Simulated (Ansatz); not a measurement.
**C: Seebeck coefficient and carrier response**

All numbers below come from Ansatz, DFT PBE+D3(BJ), scalar-relativistic, plane waves, PAW. Settings: 420 eV plane-wave cutoff, Γ-centred 18×18×12 mesh, Fermi-Dirac smearing of 0.15 eV. No spin polarisation.

Relaxed structure:
```
C
1.0
     2.46475    0.00000    0.00000
    -1.23238    2.13454    0.00000
     0.00000    0.00000    3.56652
C
2
Direct
  0.33333 0.66667 0.00000
  0.66667 0.33333 0.00000
```

In a metal these results depend on the k mesh and the smearing.

Constant relaxation time and rigid bands. The levels are interpolated over the whole zone and filled by a Fermi function at the stated temperature, with the chemical potential set by the electron count. Seebeck coefficients of a few μV/K are small differences and uncertain even in sign.

Question: Give the Drude plasma energies, the density of states at the chemical potential and σ/τ at 300 K.

Answer:
```
Plasma energy xx, yy, zz                : 2.19, 2.19, 0.55 eV
Density of states (thermally broadened) : 0.03 states/eV/cell
Conductivity over τ, xx, yy, zz         : 1.0, 1.0, 0.1 ×10²⁰ (Ω·m·s)⁻¹
```

Question: And the Seebeck coefficient (μV/K)?

Answer:
| T (K) | Sxx | Syy | Szz |
| --- | --- | --- | --- |
| 300 | -0.5 | -0.5 | 2.2 |
| 600 | -0.9 | -0.9 | 4.0 |
| 900 | -1.1 | -1.1 | 5.3 |

This form isn't the element's structure at ambient conditions.

Cost: 1 run of about 0.61 core-minutes, on Intel Xeon 6975P-C (Granite Rapids) (shared hosts).